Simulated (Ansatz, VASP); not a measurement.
## MnO: VASP beside Ansatz

```
CELL_PARAMETERS angstrom
0.00000 2.22200 2.22200
2.24422 0.00000 2.22200
2.24422 2.22200 0.00000
ATOMIC_POSITIONS crystal
Mn 0.00000 0.00000 0.00000
O 0.50000 0.50000 0.50000
```

Change from the starting cell: strain = 0.01.

Alike in both runs: task relaxation of the atoms; functional PBE; k mesh 7 × 7 × 7; occupations fermi-dirac, width 0.05 eV; collinear spin, ferromagnetic start.

```csv
,VASP,Ansatz
version,VASP 6.6.1,Ansatz 0.2.0
potentials or method,"VASP PAW PBE potentials, release 64 (Mn_pv, O)",Ansatz PAW
plane-wave cutoff (eV),520,420
valence electrons in the cell,19,21
```

|  | VASP | Ansatz | Ansatz less VASP |
| --- | --- | --- | --- |
| gap on the k mesh at the Fermi level, each at its own relaxed structure (eV) | none | none | - |
| net moment per atom (μB) | 2.37 | 2.37 | 0.000 |
| size of the moment on the site where the two differ most (μB) | 4.31 | 4.03 | -0.284 |

Site moments also hang on the region over which each program counts them. A gap of «none» marks a metal or a gap that the smearing closes. The two sets of potentials don't hold the same shells in valence.

Caveats: the relaxation stopped at its first step, so nothing moved; a cell with one magnetic atom can't hold antiferromagnetic order, which such compounds often take; semilocal functionals often make such compounds metallic where correlation or magnetic order opens a gap, which also shifts bond lengths.
